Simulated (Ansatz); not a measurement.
ZnTe (F-43m), Ansatz (an electronic-structure program) with PBE with spin-orbit coupling, rigid bands: N_c = 6.91e17 cm⁻³ at 300 K and an electron conductivity mass of 0.0938 mₑ.

**Question.** For 1e16 electrons per cm³ at 300 K, place the Fermi level, estimate the Seebeck coefficient of a parabolic band with constant τ, and give mobility and conductivity for τ = 10 fs.

**Answer.** The level lies k_BT ln(N_c/n) = 0.109 eV below the conduction-band minimum. S ≈ −(k_B/e)[ln(N_c/n) + 5/2] = -580 μV/K, against -574 μV/K from the full bands (mean over directions). μ = eτ/m = 188 cm²/(V·s) and σ = neμ = 0.300 S/cm. τ is assumed, not computed.

Band transport and this doping are assumed; polarons and phonon drag are left out. Geometry: cell and atoms relaxed with PBEsol.
